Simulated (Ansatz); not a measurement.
# Hf: stress in a strained cell

Aim: deform Hf (xy engineering shear strain of +1.5 %) and compute stress, forces and field gradients with LAPW, PAW and all-electron datasets made for the crystal.

Program: Ansatz 0.2.0. Level of theory: DFT PBE, scalar-relativistic. These are calculated values, not measurements.

## Step 1: The starting structure

The structure is cubic, space group Im-3m (No. 229). Conventional cell: a = 3.610 Å, b = 3.610 Å, c = 3.610 Å, α = 90.00°, β = 90.00°, γ = 90.00°. Hf (site symmetry m-3m) has 8 Hf at 3.13 Å as nearest neighbours.

Structure file:

```
Hf
1.0
    -1.80500    1.80500    1.80500
     1.80500   -1.80500    1.80500
     1.80500    1.80500   -1.80500
Hf
1
Direct
  0.00000 0.00000 0.00000
```

## Step 2: After the deformation

Space group Im-3m before, Fmmm after.

## Step 3: All-electron LAPW

input.yaml

```yaml
crystal:
  lattice:
    - [-1.7914625, 1.7914625, 1.805]
    - [1.7914625, -1.7914625, 1.805]
    - [1.8185375, 1.8185375, -1.805]
  atoms:
    - { symbol: Hf, position: [0.0, 0.0, 0.0] }
kpoints:
  mp_grid: { grid: [16, 16, 16] }
scf:
  occupations: { method: fermi_dirac, width: 0.08 }
hamiltonian:
  xc: pbe
  pseudopotentials: { kind: all_electron, lapw: { basis_error: 0.001 } }
output:
  forces: true
  stress: true
  eigenvalues: true
```

On the command line:

```
> ansatz run input.yaml --threads 1 --pin off --max-ram 2048MiB --backend cpu --events-out ev --progress --plain --runs-dir out
```

## Step 4: Frozen-core PAW

Edit input.yaml of step 3 so:

```diff
@@ -13,3 +13,3 @@
   xc: pbe
-  pseudopotentials: { kind: all_electron, lapw: { basis_error: 0.001 } }
+  pseudopotentials: { kind: paw }
 output:
@@ -18 +18,2 @@
   eigenvalues: true
+  efg: { contact_densities: true }
```

## Step 5: All-electron PAW on datasets made for the crystal

Edit input.yaml of step 4 so:

```diff
@@ -13,3 +13,3 @@
   xc: pbe
-  pseudopotentials: { kind: paw }
+  pseudopotentials: { kind: all_electron, datasets: crystal }
 output:
```

(Steps that only read results are left out.)

**Question.** What will these runs give? Wanted: pressure; largest shear or deviatoric stress.

The runs gave:

| quantity | value |
| --- | --- |
| pressure | LAPW -4.76, PAW -4.77, crystal datasets -4.76 GPa |
| largest shear or deviatoric stress (LAPW) | 0.72 GPa |

The largest part of the stress beyond the pressure is 0.72 GPa in size, in the xy component. No run of the undeformed cell stands beside it, so the pressure holds what the given cell had before the change. PAW: stress within 0.01 GPa of LAPW. Crystal datasets: stress within 0.01 GPa of LAPW. Spin-orbit coupling is left out, though the cell holds Hf; in elements this heavy it can shift bands and gaps by tenths of an eV.
